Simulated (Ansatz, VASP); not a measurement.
## Sc in VASP and in Ansatz

```
Sc
1.0
     3.08663    0.00000    0.00000
    -1.54332    2.67310    0.00000
     0.00000    0.00000    4.72407
Sc
2
Direct
  0.33333 0.66667 0.25000
  0.66667 0.33333 0.75000
```

Alike in both runs: functional r2SCAN; k mesh 12 × 12 × 7; no spin polarisation.

Ansatz relaxed the structure, and its values are those at the end. VASP's run is a single point on that final structure, the one shown.

|  | VASP | Ansatz |
| --- | --- | --- |
| version | VASP 6.6.1 | Ansatz 0.2.0 |
| potentials or method | VASP PAW PBE potentials, release 64 (Sc_sv) | PAW plane waves |
| plane-wave cutoff (eV) | 520 | 500 |
| occupations | fermi-dirac, width 0.1 eV | fermi-dirac |
| valence electrons in the cell | 22 | 22 |

VASP gave:

| Property | Result |
| --- | --- |
| pressure (GPa) | 20.4 |

Which values does Ansatz return?

Pressure (GPa): 20.0.

Ansatz warned: «structure_snapped_to_symmetry».

Caveats: so large a pressure means that the cell lies far from this level's equilibrium, or that cutoff or potentials fall short (VASP); the potentials were made for another functional, which shifts forces and pressure (VASP).
